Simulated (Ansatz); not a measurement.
Varying the input for KF

The reference input for Ansatz (plane-wave DFT with PAW):

```yaml
crystal:
  lattice:
    - [0.0, 2.654413405, 2.654413405]
    - [2.654413405, 0.0, 2.654413405]
    - [2.654413405, 2.654413405, 0.0]
  atoms:
    - { symbol: K, position: [0.0, 0.0, 0.0] }
    - { symbol: F, position: [0.5, 0.5, 0.5] }
basis:
  ecutwfc: 420
kpoints:
  mp_grid: { grid: [6, 6, 6] }
hamiltonian:
  xc: pbe
scf:
  occupations: { method: gaussian, width: 0.1 }
output:
  forces: true
  stress: true
  eigenvalues: true
```

Command:

```bash
ansatz run input.yaml --threads 1 --pin off --max-ram 1331MiB --backend cpu --events-out ev --progress --plain --runs-dir out
```

The run converges in 7 SCF iterations on 16 irreducible k-points: pressure 2.11 GPa, gap on the sampled k-points 6.29 eV.

These settings were drawn at random to show what each does; none of the numbers is a converged property of the crystal. Each trial's input is given as a difference from the reference's; energies are extrapolated to zero smearing where there is one, and pressure is positive in compression. Charged cells sit in a uniform background, and their pressures hang on that convention.

Trial 1:

```diff
 kpoints:
-  mp_grid: { grid: [6, 6, 6] }
+  mp_grid: { grid: [2, 2, 2] }
 hamiltonian:
-  xc: pbe
+  xc: lda
 scf:
-  occupations: { method: gaussian, width: 0.1 }
+  occupations: { method: methfessel_paxton, width: 0.018 }
+  lower_state_search: "off"
```

The run converges in 6 SCF iterations on 3 irreducible k-points: pressure -2.87 GPa, gap on the sampled k-points 5.88 eV.

Trial 2:

```diff
 basis:
-  ecutwfc: 420
+  ecutwfc: "41 Ry"
 hamiltonian:
-  xc: pbe
+  xc: pbesol
 scf:
-  occupations: { method: gaussian, width: 0.1 }
+  occupations: { method: fermi_dirac, width: 0.071 }
+  mixing: { algorithm: msr1, beta: 0.14 }
+  initial_density: { chi_scale: 0, normalization: atom }
+  max_iter: 73
```

The run converges in 7 SCF iterations on 16 irreducible k-points: pressure -0.04 GPa, gap on the sampled k-points 6.14 eV.

Trial 3:

```diff
+total_charge: 1
 kpoints:
-  mp_grid: { grid: [6, 6, 6] }
+  mp_grid: { grid: [1, 1, 2] }
 scf:
-  occupations: { method: gaussian, width: 0.1 }
+  occupations: { method: methfessel_paxton, width: "0.01 Ry" }
+  mixing: { ndim: 12 }
+  max_iter: 65
```

The run converges in 10 SCF iterations on 2 irreducible k-points: pressure 31.52 GPa (with the neutralising background of the charged cell), no gap. It warns that the mesh lowers the symmetry.

Trial 4 (one atom moved):

```diff
 crystal:
   atoms:
-    - { symbol: F, position: [0.5, 0.5, 0.5] }
+    - { symbol: F, position: [0.4058172327, 0.5941827673, 0.5941827673] }
```

The run converges in 6 SCF iterations on 30 irreducible k-points: energy 178 meV per atom above the reference, pressure 7.19 GPa, largest force 2.033 eV/Å, gap on the sampled k-points 6.15 eV.

Trial 5:

```diff
 basis:
+  ecutrho_ratio: 3
 scf:
+  lower_state_search: standard
 output:
-  eigenvalues: true
+  eigenvalues: false
```

The run converges in 7 SCF iterations on 16 irreducible k-points: energy 0.08 meV per atom above the reference, pressure 2.10 GPa. It warns that the density cutoff lies under the recommended one.